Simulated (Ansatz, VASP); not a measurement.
**One calculation of Ag, two programs**

```
Ag
1.0
     0.00000    2.04275    2.04275
     2.04275    0.00000    2.04275
     2.04275    2.04275    0.00000
Ag
1
Cartesian
  0.0000 0.0000 0.0000
```

Alike in both runs: task single point; functional PBE; k mesh 11 × 11 × 11; occupations gaussian, width 0.012 eV; no spin polarisation.

|  | VASP | Ansatz |
| --- | --- | --- |
| version | VASP 6.6.1 | Ansatz 0.2.0 |
| potentials or method | VASP PAW PBE potentials, release 64 (Ag) | Ansatz PAW |
| plane-wave cutoff (eV) | 520 | 420 |
| valence electrons in the cell | 11 | 19 |

VASP gave:

* gap on the k mesh at the Fermi level (eV): none
* pressure (GPa): 4.2

Question: Estimate Ansatz's values.

Answer: gap on the k mesh at the Fermi level (eV): none; pressure (GPa): 4.3.

A gap of «none» marks a metal or a gap that the smearing closes. The two sets of potentials don't hold the same shells in valence.
